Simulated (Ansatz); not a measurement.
# Calculated 33S NMR of the central transition for PbS

Cell: a computed structure from the Materials Project (it need not be an observed phase) whose atoms were relaxed with r2SCAN, the cell held.

Space group Pnma (No. 62); a = 12.0278, b = 4.2250, c = 4.2750 Å.

```csv
site,Wyckoff,site symmetry,x,y,z
Pb,4c,.m.,0.8747,0.2500,0.2457
S,4c,.m.,0.6258,0.2500,0.2496
```

One atom of each set is listed.

Method: Kohn–Sham DFT in Ansatz, r2SCAN, plane waves and PAW, scalar-relativistic, 500 eV cutoff, Γ-centred 3×8×8 k-points, Fermi–Dirac smearing 0.01 eV.

33S has I = 3/2 and Q = -69.40 mb (Pyykkö 2018); at 7.05 T its Larmor frequency is ν₀ = 23.1 MHz. Only the quadrupole interaction is simulated: positions count from each site's isotropic chemical shift, and J coupling is left out, as are shift anisotropy and dipolar coupling, which fast spinning averages.

**Question.** Give C_Q, η, the quadrupolar product P_Q = |C_Q|(1 + η²/3)^½, the second-order isotropic shift and the breadth of the pattern (fast magic-angle spinning) for each S site.

**Answer.** 

```tsv
site	first shell	C_Q (MHz)	η	P_Q (MHz)	δ_QIS (ppm)	breadth (kHz)
S	6 Pb at 2.99–3.02 Å	-0.372	0.60	0.394	-7.29	0.390
```

δ_QIS = −(ν_Q²/30ν₀²)[I(I+1) − 3/4](1 + η²/3) × 10⁶ ppm with ν_Q = 3|C_Q|/[2I(2I−1)]; it falls as 1/B₀² in ppm, and the breadth as 1/B₀ in kHz.

Without spin–orbit coupling the gradients at and beside Pb can be off by some per cent, at some sites by more. With a gap of 0.7 eV on this mesh, small gradients can still move by 0.1 × 10²¹ V/m² or more as the k-mesh gets denser.
